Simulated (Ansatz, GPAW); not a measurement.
Fitting the LDA energy curve of WC

The structure is cubic, space group Fm-3m (No. 225). The conventional cell has a = 4.385 Å, b = 4.385 Å, c = 4.385 Å, α = 90.00°, β = 90.00°, γ = 90.00°. W (site symmetry m-3m) is surrounded by 6 C at 2.19 Å. C (site symmetry m-3m) has 6 W at 2.19 Å as nearest neighbours.

The cell is a database's computed one, not the measured one.

The cell was scaled at fixed shape and fractions and run with Ansatz, Ansatz PAW, cutoff 420 eV; LDA, k mesh 10 × 10 × 10 on the cell of 2 atoms, fermi-dirac occupations of 0.05 eV, no spin polarisation, no spin-orbit coupling. The potentials were made for PBE. Energies are those that the program minimises, any entropy of the smearing included. For a metal such a mesh isn't converged to the digits shown.

| V (Å³/atom) | energy over the lowest row (meV/atom) |
| --- | --- |
| 9.9096 | 4.17 |
| 10.1204 | 0.00 |
| 10.3313 | ? |
| 10.5421 | 23.46 |
| 10.7530 | 48.94 |
| 10.9638 | 82.22 |
| 11.1747 | 122.58 |

**Question.** Fit the third-order Birch-Murnaghan form, give V0, B0 and B′, and predict the energy left open.

**Answer.** With y = (V0/V)^(2/3), E = E0 + (9 V0 B0/16) [(y - 1)³ B′ + (y - 1)² (6 - 4y)]. Least squares through the rows shown give V0 = 10.0913 Å³/atom, E0 = -0.11 meV, B0 = 405.8 GPa (1 eV/Å³ = 160.218 GPa) and B′ = 4.37, with a largest miss of 0.02 meV. At V = 10.3313 the form with these constants gives 6.82 meV; the run gave 6.82 meV an atom. Other set-ups at this level, from all their volumes (Å³/atom, GPa): GPAW, the program's PAW data sets (release 1.2.1) made for this functional: V0 10.047, B0 406.6; Ansatz, all-electron LAPW, scalar-relativistic: V0 10.090, B0 404.3.

The fit describes a very stiff carbide, and the omitted energy is recovered to the digits shown. Since that point lies inside the fitted range, this tests the smoothness of the curve rather than its extrapolation. Only one volume lies below the minimum, so B′ rests mostly on the expanded side and is less secure than V0 or B0.

The stiffness comes from strong covalent W 5d–C 2p bonding, reinforced by metallic d bonding, which makes compression costly. The equilibrium volume is well below that of the starting cell, which probably reflects LDA's usual overbinding relative to a gradient-corrected functional.

The fitted V0 of 10.0913 Å³/atom nearly coincides with the all-electron 10.090, so the choice of potentials leaves little visible error in the volume; GPAW's slightly smaller value may reflect its different data sets. A smooth minimum along uniform scaling doesn't establish that the rocksalt form is stable against shear, phonons or the hexagonal structure that WC normally adopts.
